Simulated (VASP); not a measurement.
**Li: single point with PBE**

Li:

```
CELL_PARAMETERS angstrom
3.43324 0.00000 0.00000
0.00000 3.43324 0.00000
0.00000 0.00000 3.43324
ATOMIC_POSITIONS crystal
Li 0.00000 0.00000 0.00000
Li 0.50000 0.50000 0.50000
```

The cell was built by a generator and needn't be a form met in nature.

```yaml
Program: VASP 6.6.1
Task: single point
Functional: PBE
Potentials_or_basis: VASP PAW PBE potentials, release 64 (Li_sv)
Cutoff: 520 eV
k_mesh: 18 × 18 × 18
Occupations: methfessel-paxton, width 0.1 eV
Spin: no spin polarisation
```

The band gap on the k mesh is none (metal or under the smearing width).

Levels at points of the mesh, in eV from the Fermi level:
```csv
k point,band 1,band 2,band 3,band 4,band 5,band 6,band 7,band 8
"(0.00, 0.00, 0.00)",-46.56,-46.53,-3.59,5.50,5.50,5.50,7.75,7.75
"(0.50, 0.00, 0.00)",-46.54,-46.54,-1.17,-1.17,8.52,8.52,8.52,8.52
"(0.50, 0.50, 0.00)",-46.54,-46.54,0.22,0.22,3.24,3.24,10.35,10.35
"(0.50, 0.50, 0.50)",-46.54,-46.54,3.36,3.36,3.36,3.36,3.36,3.36
```

It took 41 s on 1 thread of AMD EPYC 9R45 96-Core Processor (Zen 5), with other jobs on the host, peak memory 0.16 GiB.
